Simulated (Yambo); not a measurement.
# InP (F-43m) in Yambo: further runs

One crystal, InP, is run at these levels: PBEsol, PBE; tasks: G0W0 quasiparticle levels, Hartree-Fock levels, optical spectrum.

Everything below comes from runs of Yambo 5.3.0. Logs are shortened: lines on timing, memory, paths and dates and some standing lists are left out, and cuts for length are marked.

**What was measured.**

A printed reference work, data compilation reports, for a bulk crystal of InP at 1.6 K: band gap 1.4236 eV (direct).

How close the calculation comes is told below.

### 1 Starting point

It takes space group F-43m (No. 216, cubic). Conventional cell: a = 5.861 Å, b = 5.861 Å, c = 5.861 Å, α = 90.00°, β = 90.00°, γ = 90.00°. In (site symmetry -43m) is surrounded by 4 P at 2.54 Å. Around P (site symmetry -43m) lie 4 In at 2.54 Å.

### 2 G0W0 quasiparticle levels, PBEsol

Contents of g0w00.in:

```
gw0
dyson
el_el_corr
rim_cut
HF_and_locXC
ppa
em1d
RandQpts= 1000000
RandGvec= 50 RL
EXXRLvcs= 70 Ry
VXCRLvcs= 70 Ry
Chimod= "HARTREE"
% BndsRnXp
 1 | 159 |
%
NGsBlkXp= 6 Ry
% LongDrXp
 1 | 1 | 1 |
%
PPAPntXp= 27.21138 eV
% GbndRnge
 1 | 159 |
%
GTermKind= "BG"
DysSolver= "n"
ExtendOut
% QPkrange
 1 | 1 | 9 | 10 |
%
```

Contents of scf.in:

```
&CONTROL
  calculation = 'scf'
  prefix = 'pwscf'
  outdir = './tmp'
  pseudo_dir = './pseudo'
/
&SYSTEM
  ibrav = 0
  nat = 2
  ntyp = 2
  ecutwfc = 70
  nbnd = 15
  occupations = 'smearing'
  smearing = 'fd'
  degauss = 0.00367493
  force_symmorphic = .true.
/
&ELECTRONS
  conv_thr = 4d-10
  electron_maxstep = 120
  mixing_beta = 0.5
/
ATOMIC_SPECIES
In   114.8180 In.upf
P     30.9738 P.upf
CELL_PARAMETERS angstrom
   0.0000000000    2.9305000000    2.9305000000
   2.9305000000    0.0000000000    2.9305000000
   2.9305000000    2.9305000000    0.0000000000
ATOMIC_POSITIONS crystal
In     0.0000000000    0.0000000000    0.0000000000
P      0.7500000000    0.7500000000    0.7500000000
K_POINTS automatic
8 8 8 0 0 0
```

Contents of nscf.in:

```
&CONTROL
  calculation = 'nscf'
  prefix = 'pwscf'
  outdir = './tmp'
  pseudo_dir = './pseudo'
/
&SYSTEM
  ibrav = 0
  nat = 2
  ntyp = 2
  ecutwfc = 70
  nbnd = 159
  occupations = 'fixed'
  force_symmorphic = .true.
/
&ELECTRONS
  conv_thr = 1d-08
  diago_full_acc = .true.
  diago_thr_init = 1d-06
/
ATOMIC_SPECIES
In   114.8180 In.upf
P     30.9738 P.upf
CELL_PARAMETERS angstrom
   0.0000000000    2.9305000000    2.9305000000
   2.9305000000    0.0000000000    2.9305000000
   2.9305000000    2.9305000000    0.0000000000
ATOMIC_POSITIONS crystal
In     0.0000000000    0.0000000000    0.0000000000
P      0.7500000000    0.7500000000    0.7500000000
K_POINTS automatic
6 6 6 0 0 0
```

Potentials or basis: PseudoDojo 0.4.1 SR PBEsol standard.

Started as:

```
$ OMP_NUM_THREADS=1 pw.x -in scf.in > scf.out
$ OMP_NUM_THREADS=1 pw.x -in nscf.in > nscf.out
$ cd tmp/pwscf.save; p2y; mv SAVE ../..; cd ../..
$ OMP_NUM_THREADS=1 yambo
$ OMP_NUM_THREADS=1 yambo -F g0w00.in -J g0w00 -C g0w00_out
```

Yambo's report:

```text
[... sections 02.01 to 02.04 as in the set-up run ...]

  [02.05] Energies & Occupations
  ==============================

  [X] === General ===
  [X] Electronic Temperature                        :  0.000000  0.000000 [eV K]
  [X] Bosonic    Temperature                        :  0.000000  0.000000 [eV K]
  [X] Finite Temperature mode                       : no
  [X] El. density                                   :  0.35762E+24 [cm-3]
  [X] Fermi Level                                   :  7.040825 [eV]

  [X] === Gaps and Widths ===
  [X] Conduction Band Min                           :  0.613406 [eV]
  [X] Valence Band Max                              :  0.000000 [eV]
  [X] Filled Bands                                  :   9
  [X] Empty Bands                                   :   10  159
  [X] Direct Gap                                    :  0.613406 [eV]
  [X] Direct Gap localized at k                     :  1
  [X] Indirect Gap                                  :  0.613406 [eV]
  [X] Indirect Gap between kpts                     :  1  1
  [X] Last valence band width                       :  2.829700 [eV]
  [X] 1st conduction band width                     :  2.977323 [eV]

 [03] Transferred momenta grid and indexing
 ==========================================

 IBZ Q-points                                      :  16
 BZ  Q-points                                      :  216

 K/Q-points units:
 rlu = crystal or reduced units; cc = cartesian coordinates; iku = interal k-units

 Q [ 1]         [rlu]:  0.000000  0.000000  0.000000
 Q [ 2]         [rlu]: -0.14276E-17 -0.14276E-17  0.16667
 Q [ 3]         [rlu]: -0.28552E-17 -0.28552E-17  0.33333
 Q [ 4]         [rlu]: -0.66045E-16 -0.10534E-16 -0.50000
 Q [ 5]         [rlu]: -0.58249E-19  0.16667      0.16667
 Q [ 6]         [rlu]:  0.24682E-16  0.16667      0.33333
 Q [ 7]         [rlu]:  0.43732E-18  0.16667      0.50000
 Q [ 8]         [rlu]: -0.10534E-16  0.16667     -0.33333
 Q [ 9]         [rlu]:  0.28552E-17  0.16667     -0.16667
 Q [10]         [rlu]: -0.11650E-18  0.33333      0.33333
 Q [11]         [rlu]:  0.25727E-17  0.33333      0.50000
 Q [12]         [rlu]:  0.57104E-17  0.33333     -0.33333
 Q [13]         [rlu]:  0.17475E-18 -0.50000     -0.50000
 Q [14]         [rlu]:  0.166667  0.333333  0.500000
 Q [15]         [rlu]:  0.166667  0.333333 -0.333333
 Q [16]         [rlu]:  0.166667 -0.500000 -0.333333

 [04] Coloumb potential Random Integration (RIM)
 ===============================================

  [04.01] RIM initialization
  ==========================

  * Diagonal components only detected *

  8 x (sBL volume)        :  0.027047 [a.u.]
  sBZ random points       :  1000000
  Points outside the sBZ  :   7996195
  RL volume               :  0.730277 [a.u.]
  Integrated volume       :  0.730625 [a.u.]

  [04.02] RIM integrals
  =====================
[... 134 lines left out ...]

  Corrections @ K [1] :  [eV]
 <9|nlXC|9> = -13.90062 -0.11417E-16 <9|lXC|9> = -12.42174  0.000000
 <10|nlXC|10> = -7.952932 -0.13713E-17 <10|lXC|10> = -11.30079  0.000000

 [08] Dyson equation: Newton solver
 ==================================

 [WARNING] Response block size in GW reduced to 89      RL (3057    mHa)

  [08.01] G0W0 (W PPA)
  ====================

  [  GW  ] Bands range     :    1  159
  [GW/PPA] G damping       :  0.100000 [eV]

  QP @ state[ 1 ] K range:  1  1
  QP @ state[ 1 ] b range:   9  10

   Current Q-pt index             :  1
   :: PP condition fails/total    :  0.414847
   :: Time ordering fails/rest    :  0.500971
   :: Mean rel dev of PP cond     :  0.414908
   Current Q-pt index             :  2
   :: PP condition fails/total    :  0.395657
   :: Time ordering fails/rest    :  0.498015
   :: Mean rel dev of PP cond     :  0.395715
   Current Q-pt index             :  3
   :: PP condition fails/total    :  0.395405
   :: Time ordering fails/rest    :  0.498852
   :: Mean rel dev of PP cond     :  0.395434
   Current Q-pt index             :   4
[... 37 lines left out ...]
   :: Time ordering fails/rest    :  0.499476
   :: Mean rel dev of PP cond     :  0.398190
   Current Q-pt index             :  14
   :: PP condition fails/total    :  0.389345
   :: Time ordering fails/rest    :  0.500103
   :: Mean rel dev of PP cond     :  0.389369
   Current Q-pt index             :  15
   :: PP condition fails/total    :  0.391617
   :: Time ordering fails/rest    :  0.499896
   :: Mean rel dev of PP cond     :  0.391643
   Current Q-pt index             :  16
   :: PP condition fails/total    :  0.390102
   :: Time ordering fails/rest    :  0.501552
   :: Mean rel dev of PP cond     :  0.390131

  [08.02] QP properties and I/O
  =============================

  Legend (energies in eV)
  - B  : Band       - Eo  : bare energy
  - E  : QP energy  - Z   : Renormalization factor
  - So : Sc(Eo)     - S   : Sc(E)
  - dSp: Sc derivative precision

  - lXC: Local XC (Perdew, Burke & Ernzerhof SOL(X)+Perdew, Burke & Ernzerhof SOL(C))
  -nlXC: non-Local XC (Hartree-Fock)

  QP [eV] @ K [1] (iku):  0.000000  0.000000  0.000000
   B=9 Eo=  0.00 E= -0.46 E-Eo= -0.46 Re(Z)=0.78 Im(Z)=-0.144419E-2 nlXC= -13.9006 lXC= -12.4217 So= 0.887097
   B=10 Eo=  0.61 E=  0.54 E-Eo= -0.07 Re(Z)=0.80 Im(Z)=-0.137272E-2 nlXC= -7.95293 lXC= -11.3008 So= -3.44142

  [WR./g0w00//ndb.QP]-------------------------------------------------------------
   Lattice constants                                :  5.537842  5.537842  5.537842
   Coulomb cutoff potential                         : none
   Electronic Temperature                           :  0.000000 [K]
   Bosonic    Temperature                           :  0.000000 [K]
   Green`s function   energies                      : Perdew, Burke & Ernzerhof SOL(X)+Perdew, Burke & Ernzerhof SOL(C)
   wavefunctions                                    : Perdew, Burke & Ernzerhof SOL(X)+Perdew, Burke & Ernzerhof SOL(C)
   PPA    diel. fun.  energies                      : Perdew, Burke & Ernzerhof SOL(X)+Perdew, Burke & Ernzerhof SOL(C)
   wavefunctions                                    : Perdew, Burke & Ernzerhof SOL(X)+Perdew, Burke & Ernzerhof SOL(C)
   QP tot states                                    :  2
   GW solver                                        : Newton
   GW approximation                                 : PPA
   PPA imaginary Energy                             :  27.21138 ev
   RIM G`s                                          :   51
   RIM random pts                                   :  1000000
   dS/dw steps                                      :  2
   dS/dw step                                       :  0.100000 ev
   X G`s                                            :   89 used
   X G`s                                            :   89 disk
   X bands                                          :    1  159
   X poles                                          :  100.0000 o/o
   X e/h E range                                    : -1.000000 -1.000000 ev
   X Hxc Kernel                                     : HARTREE
   X BZ energy Double Grid                          : no
   X Optical Averaged directions                    : none
   Sc/G bands                                       :    1  159
   Sc/G damping                                     :  0.100000 ev
   Sc bands terminator                              : yes
   Sc terminator kind                               : BG
   Sc Terminator pole                               :  40.81708
   Sx RL components                                 :   3479

   QP @ state[ 1 ] K range                          :  1  1
   QP @ state[ 1 ] b range                          :   9  10
   GF energies kind                                 : Perdew, Burke & Ernzerhof SOL(X)+Perdew, Burke & Ernzerhof SOL(C)
   GF WF`s kind                                     : Perdew, Burke & Ernzerhof SOL(X)+Perdew, Burke & Ernzerhof SOL(C)
   Xs energies kind                                 : Perdew, Burke & Ernzerhof SOL(X)+Perdew, Burke & Ernzerhof SOL(C)
   Xs WF`s kind                                     : Perdew, Burke & Ernzerhof SOL(X)+Perdew, Burke & Ernzerhof SOL(C)
```

r_setup:

```text
[02] CORE Variables Setup
 =========================

  [02.01] Unit cells
  ==================

  Cell kind             :  FCC
  Atoms in the cell     :  In  P
  number of In atoms    :  1
  number of P  atoms    :  1
[... 335 lines left out ...]

  [03.01] X indexes
  =================

   [03.01.01] Sigma indexes
   ========================

   [WR./SAVE//ndb.kindx]-----------------------------------------------------------
    Fragmentation                                    : no
    Polarization last K ( bz)                        :  216
    Polarization last K (ibz)                        :  16
    QP states                                        :   1  16
    X grid is uniform                                : yes
    Grids (string)                                   :  X S
    Grids (int-vector)                               :  1  0  0  1
```

Run time: 48 min. Hardware: 1 thread of Intel Xeon at 2.50GHz (Skylake/Cascade Lake), shared host; peak memory 0.79 GiB.

What came out:

```yaml
Band_gap_on_the_k_mesh_mean-field_level: 0.61 eV, direct
Quasiparticle_gap: 1.00 eV
Least_direct_quasiparticle_gap: 1.00 eV
Quasiparticle_gap_at_Γ: 1.00 eV
Band_gap_of_the_same_states_before_the_correction: 0.61 eV
```

Quasiparticle terms (eV):
```csv
k point,band,Kohn-Sham level,Vxc,Σx,Σc,Z,result
"(0.000, 0.000, 0.000)",9,0.00,-12.42,-13.90,0.89,0.78,-0.46
"(0.000, 0.000, 0.000)",10,0.61,-11.30,-7.95,-3.44,0.80,0.54
```

Caveat: the potentials hold a filled d shell without the s and p states of that shell, which can shift GW gaps by tenths of an eV, either way; this version prints the column dSc/dw multiplied by 27.2; the terminator is approximate in this version, by hundredths of an eV; spin-orbit coupling is left out, which moves the levels of the heavy elements.

### 3 Hartree-Fock levels, PBEsol

Contents of hf2.in:

```
rim_cut
HF_and_locXC
RandQpts= 1000000
RandGvec= 50 RL
EXXRLvcs= 70 Ry
VXCRLvcs= 70 Ry
% QPkrange
 1 | 1 | 7 | 11 |
%
```

scf.in is that of step 2.

nscf.in is that of step 2.

Potentials or basis: PseudoDojo 0.4.1 SR PBEsol standard.

Started as:

```
$ OMP_NUM_THREADS=1 pw.x -in scf.in > scf.out
$ OMP_NUM_THREADS=1 pw.x -in nscf.in > nscf.out
$ cd tmp/pwscf.save; p2y; mv SAVE ../..; cd ../..
$ OMP_NUM_THREADS=1 yambo
$ mkdir -p hf2; ln -s $PWD/g0w00/ndb.RIM hf2/
$ OMP_NUM_THREADS=1 yambo -F hf2.in -J hf2 -C hf2_out
```

Yambo's report:

```text
[... sections 02.01 to 02.04 as in the set-up run ...]

  [02.05] Energies & Occupations
  ==============================

  [X] === General ===
  [X] Electronic Temperature                        :  0.000000  0.000000 [eV K]
  [X] Bosonic    Temperature                        :  0.000000  0.000000 [eV K]
  [X] Finite Temperature mode                       : no
  [X] El. density                                   :  0.35762E+24 [cm-3]
  [X] Fermi Level                                   :  7.040825 [eV]

  [X] === Gaps and Widths ===
  [X] Conduction Band Min                           :  0.613406 [eV]
  [X] Valence Band Max                              :  0.000000 [eV]
  [X] Filled Bands                                  :   9
  [X] Empty Bands                                   :   10  159
  [X] Direct Gap                                    :  0.613406 [eV]
  [X] Direct Gap localized at k                     :  1
  [X] Indirect Gap                                  :  0.613406 [eV]
  [X] Indirect Gap between kpts                     :  1  1
  [X] Last valence band width                       :  2.829700 [eV]
  [X] 1st conduction band width                     :  2.977323 [eV]

 [03] Transferred momenta grid and indexing
 ==========================================

 IBZ Q-points                                      :  16
 BZ  Q-points                                      :  216

 K/Q-points units:
 rlu = crystal or reduced units; cc = cartesian coordinates; iku = interal k-units

 Q [ 1]         [rlu]:  0.000000  0.000000  0.000000
 Q [ 2]         [rlu]: -0.14276E-17 -0.14276E-17  0.16667
 Q [ 3]         [rlu]: -0.28552E-17 -0.28552E-17  0.33333
 Q [ 4]         [rlu]: -0.66045E-16 -0.10534E-16 -0.50000
 Q [ 5]         [rlu]: -0.58249E-19  0.16667      0.16667
 Q [ 6]         [rlu]:  0.24682E-16  0.16667      0.33333
 Q [ 7]         [rlu]:  0.43732E-18  0.16667      0.50000
 Q [ 8]         [rlu]: -0.10534E-16  0.16667     -0.33333
 Q [ 9]         [rlu]:  0.28552E-17  0.16667     -0.16667
 Q [10]         [rlu]: -0.11650E-18  0.33333      0.33333
 Q [11]         [rlu]:  0.25727E-17  0.33333      0.50000
 Q [12]         [rlu]:  0.57104E-17  0.33333     -0.33333
 Q [13]         [rlu]:  0.17475E-18 -0.50000     -0.50000
 Q [14]         [rlu]:  0.166667  0.333333  0.500000
 Q [15]         [rlu]:  0.166667  0.333333 -0.333333
 Q [16]         [rlu]:  0.166667 -0.500000 -0.333333

 [04] Coloumb potential Random Integration (RIM)
 ===============================================

 Summary of Coulomb integrals for non-metallic bands |Q|[au] RIM/Bare

 Q [1] 0.100000E-4 0.995998 * Q [2] 0.163764 1.064860
 Q [5] 0.189098 1.063764 * Q [9] 0.267426 1.026684
 Q [6] 0.313584 1.019317 * Q [3] 0.327528 1.016823
 Q [10] 0.378197 1.013626 * Q [8] 0.412131 1.011243
 Q [14] 0.422837 1.010509 * Q [7] 0.463195 1.008721
 Q [11] 0.491292 1.007972 * Q [4] 0.491292 1.007966
 Q [12] 0.534851 1.006889 * Q [15] 0.559361 1.006282
 Q [13] 0.567295 1.006154 * Q [16] 0.597982 1.005460

 [05] Local Exchange-Correlation + Non-Local Fock
 ================================================

 [VXC] Plane waves :   3479
 [EXS] Plane waves :   3479

 QP @ state[ 1 ] K range:  1  1
 QP @ state[ 1 ] b range:   7  11

 [WF-HF/Rho loader] Normalization (few states)  min/max  :  0.82900E-16   1.0000

 [xc] Functional : Perdew, Burke & Ernzerhof SOL(X)+Perdew, Burke & Ernzerhof SOL(C)
 [xc] LIBXC used to calculate xc functional
  PP Number of Atomic Species                      :  2
  NLCC RL compoments                               :  26813
  PP Number of Atomic Species                      :  2
  NLCC RL compoments                               :  26813
 [WR./hf2//ndb.HF_and_locXC]-----------------------------------------------------
  Brillouin Zone Q/K grids (IBZ/BZ)                :   16  216   16  216
  RL vectors                                       :   4279 [WF]
  Fragmentation                                    : no
  Electronic Temperature                           :  0.000000 [K]
  Bosonic    Temperature                           :  0.000000 [K]
  Green`s function   wavefunctions                 : Perdew, Burke & Ernzerhof SOL(X)+Perdew, Burke & Ernzerhof SOL(C)
  Total number of QP states                        :   5
  Exchange RL vectors                              :   3479
  Exchange summation bands                         :   9
  RIM RL components                                :   51
  RIM random points                                :  1000000

 [xc] E_xc :  -9.007246 [Ha]
      E_xc :  -18.01449 [Ry]

  Local XC kind (lXC) : Perdew, Burke & Ernzerhof SOL(X)+Perdew, Burke & Ernzerhof SOL(C)
  Non-Local XC kind (nlXC) : Hartree-Fock

  Corrections @ K [1] :  [eV]
 <7|nlXC|7> = -13.90062 -0.29604E-17 <7|lXC|7> = -12.42174  0.000000
 <8|nlXC|8> = -13.90063  0.64973E-18 <8|lXC|8> = -12.42174  0.000000
 <9|nlXC|9> = -13.90062 -0.11417E-16 <9|lXC|9> = -12.42174  0.000000
 <10|nlXC|10> = -7.952932 -0.13713E-17 <10|lXC|10> = -11.30079  0.000000
 <11|nlXC|11> = -6.519693 -0.94820E-18 <11|lXC|11> = -10.27535  0.000000
```

o-hf2.hf:

```text
#    K-point            Band               Eo [eV]            Ehf [eV]           Vxc [eV]           Vnlxc [eV]
#
        1                   7                -0.56582E-10       -1.478886          -12.42174          -13.90062
        1                   8                -0.48023E-10       -1.478889          -12.42174          -13.90063
        1                   9                 0.000000          -1.478888          -12.42174          -13.90062
        1                  10                 0.613406           3.961260          -11.30079          -7.952932
        1                  11                 4.015591           7.771251          -10.27535          -6.519693
#
```

It took 3.6 min on 1 thread of Intel Xeon at 2.50GHz (Skylake/Cascade Lake), shared host; peak memory 0.28 GiB.

What came out:

```yaml
Band_gap_on_the_k_mesh_mean-field_level: 0.61 eV, direct
Quasiparticle_gap: 5.44 eV
Least_direct_quasiparticle_gap: 5.44 eV
Quasiparticle_gap_at_Γ: 5.44 eV
Band_gap_of_the_same_states_before_the_correction: 0.61 eV
```

Quasiparticle terms (eV):
| k point | band | Kohn-Sham level | Vxc | Σx | Σc | Z | result |
| --- | --- | --- | --- | --- | --- | --- | --- |
| (0.000, 0.000, 0.000) | 7 | 0.00 | -12.42 | -13.90 | - | - | -1.48 |
| (0.000, 0.000, 0.000) | 8 | 0.00 | -12.42 | -13.90 | - | - | -1.48 |
| (0.000, 0.000, 0.000) | 9 | 0.00 | -12.42 | -13.90 | - | - | -1.48 |
| (0.000, 0.000, 0.000) | 10 | 0.61 | -11.30 | -7.95 | - | - | 3.96 |
| (0.000, 0.000, 0.000) | 11 | 4.02 | -10.28 | -6.52 | - | - | 7.77 |

Caveat: the potentials hold a filled d shell without the s and p states of that shell, which can shift GW gaps by tenths of an eV, either way; spin-orbit coupling is left out, which moves the levels of the heavy elements.

[end of part 1 of 3]
